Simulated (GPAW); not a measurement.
**AlCu in GPAW: convergence with basis set**

AlCu:

```
Al Cu
1.0
     0.00000    2.25677    2.25677
     2.25677    0.00000    2.25677
     2.25677    2.25677    0.00000
Al Cu
1 1
Direct
  0.75000 0.75000 0.75000
  0.00000 0.00000 0.00000
```

The cell was built by a generator and needn't be a form met in nature.

```yaml
Program: GPAW 26.7.0
Task: convergence study
Functional: PBE
Potentials_or_basis: GPAW PAW data sets (gpaw-data 1.2.1)
Basis: lcao:sz(dzp)
Grid_spacing: 0.16 Å
k_mesh: 10 × 10 × 10
Occupations: fermi-dirac, width 0.05 eV
Spin: no spin polarisation
```

These are the settings of the first run; the series varies basis set, with any setting tied to it.

Hardware: 1 thread of Arm Neoverse V2 (shared host).

| basis set | energy less the tightest run, at zero smearing (meV/atom) | SCF cycles | CPU time (s) | peak memory (GiB) |
| --- | --- | --- | --- | --- |
| lcao:sz(dzp) | 1007.65 | 9 | 55 | 0.16 |
| lcao:szp(dzp) | 333.88 | 10 | 240 | 0.18 |
| lcao:dz(dzp) | 460.27 | 10 | 85 | 0.17 |
| lcao:dzp | 217.28 | 10 | 290 | 0.19 |
| fd | -57.82 | 12 | 40 | 0.26 |
| pw | 0.00 | 12 | 12 | 0.14 |

Not settled before the last step: the energy (to 1 meV/atom). The tightest run that finished is the yardstick and may itself not be fully converged.
